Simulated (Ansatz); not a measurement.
Guessed and relaxed cells of Ge

Recipe of this trial structure of Ge: 4-connected net of one element (P4_2/mcm, No. 132). Its size is a rough estimate.

start:

Space group P4_2/mcm (No. 132). a = 6.518 Å, b = 6.518 Å, c = 4.402 Å, α = 90.00°, β = 90.00°, γ = 90.00°
```csv
atom,site,symmetry,x,y,z
Ge,8n,m..,0.3138,0.9312,0.5000
```

Theory: Ansatz, DFT PBE, scalar-relativistic, plane waves, PAW. Cutoff 420 eV, Gaussian smearing, Γ-centred meshes. Cell and atoms relax first on a coarse mesh and then on a finer one. In between, the cell is made exact in the group found at 0.06 Å. In metals the finer mesh still leaves noise of several meV/atom or more. The steps can't lower the symmetry of their start. No spin polarisation.

end:

Space group P4/mmm (No. 123). a = 6.175 Å, b = 6.175 Å, c = 2.834 Å, α = 90.00°, β = 90.00°, γ = 90.00°
| atom | site | symmetry | x | y | z |
| --- | --- | --- | --- | --- | --- |
| Ge | 4l | m2m. | 0.2925 | 0.0000 | 0.0000 |

The symmetry goes from P4_2/mcm (No. 132) to P4/mmm (No. 123), and the primitive cell from 8 to 4 atoms. The volume per atom grows by 15.6 %, from 23.4 to 27.0 Å³. The shortest distance goes from 2.26 Å (Ge–Ge) to 2.55 Å (Ge–Ge). The energy falls by about 0.48 eV/atom (the start's value is from the coarse mesh). The end is written in a standard setting, so origin, axes and order of atoms can differ from the start's.

- Volume per atom: 27.02 Å³
- Density: 4.46 g/cm³
- Energy over the standard state: +0.34 eV/atom
- Gap on the 8×8×16 mesh of the 4-atom cell: 0 eV (a metal)

Energies count from the standard state of Ge at the same level. So it is a metastable form at best.

The last run used Gaussian smearing of 0.10 eV. A structure relaxed within its symmetry needn't be a true minimum. In all, the 3 runs took 8.4 min on 1 thread of Arm Neoverse V1, with other jobs on the host. Another cell of Ge relaxed alike, in R-3m, lies 0.33 eV/atom lower, so this cell isn't the stable form at this level.
